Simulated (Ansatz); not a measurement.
## SrO (Fm-3m), a vibration from a frozen displacement

All numbers below come from DFT PBEsol, scalar-relativistic, plane waves, PAW in Ansatz. Settings: plane waves to 420 eV, k-mesh 8×8×8 (Γ-centred), Gaussian smearing 0.05 eV. No spin polarisation. Energies are free energies at this smearing, counted from the undisturbed cell; pressure is positive in compression.

The undisturbed cell (as given, not relaxed at this level; it stands at -0.9 GPa):

```yaml
crystal:
  lattice:
    - [0.00000, 2.56980, 2.56980]
    - [2.56980, 0.00000, 2.56980]
    - [2.56980, 2.56980, 0.00000]
  atoms:
    - { symbol: Sr, position: [0.00000, 0.00000, 0.00000] }
    - { symbol: O, position: [0.50000, 0.50000, 0.50000] }
```

Every Sr atom is moved by x along the Cartesian unit vector (0.000, 0.000, -1.000); the cell and all other atoms stay fixed. The cell's volume is 33.94 Å³; the moved atoms weigh 87.620 u together and the others 15.999 u. Some rows repeat others by symmetry and weren't run.

```csv
x (Å),ΔE (meV/cell),total force on the moved atoms along the move (eV/Å),pressure (GPa)
-0.5000,509.40,3.1113,8.2252
-0.4375,342.08,2.2768,5.6360
-0.3750,220.97,1.6267,3.5920
-0.3125,135.58,1.1284,2.0201
-0.2500,77.34,0.7537,0.8517
-0.1875,39.33,0.4773,0.0237
-0.1250,16.13,0.2755,-0.5200
-0.0625,3.83,0.1247,-0.8255
0.0000,0.00,0.0000,-0.9237
0.0625,3.83,-0.1247,-0.8255
0.1250,16.13,-0.2755,-0.5200
0.1875,39.33,-0.4773,0.0237
0.2500,77.34,-0.7537,0.8517
0.3125,135.58,-1.1284,2.0201
0.3750,220.97,-1.6267,3.5920
0.4375,342.08,-2.2768,5.6360
0.5000,509.40,-3.1113,8.2252
```

Problem. What frequency belongs to this motion?

Solution. The force constant is k = −dF/dx = 1.995 eV/Å², from the parabola through x = -0.0625, 0 and 0.0625. In every cell the moved atoms swing against the rest, so the mass is μ = m₁m₂/(m₁ + m₂) = 13.529 u, and ν̃ = 521.5 cm⁻¹ × √(|k|/μ) = 200 cm⁻¹. To first order in x, and within 1 %, the force on every atom lies along the move and, within each of the two groups, in proportion to the atom's mass, so this is itself a mode at the zone centre of this cell, taken without macroscopic field (the transverse frequency in a polar insulator).

Problem. How far does the harmonic law reach?

Solution. At x = -0.500 Å, kx²/2 = 249.40 meV against the computed 509.40 meV (+104.3 %): the well stiffens in this direction at large amplitude.

Problem. The pressure changes with x². What does that say about the frequency under compression?

Solution. With E = k(V)x²/2, k ∝ V^(−2γ) and x scaling with the cell as V^(1/3), P − P0 = −∂E/∂V = (2γ − 2/3) ΔE/V. At x = 0.1250 Å, V(P − P0) = 33.94 × 0.40362 / 160.2 eV = 85.51 meV and ΔE = 16.13 meV, so γ = 1/3 + V(P − P0)/(2ΔE) = 2.98. This is the Grüneisen parameter of the motion under uniform scaling of the cell: shrinking the cell evenly by 1 % in volume raises the frequency by about 2.98 %.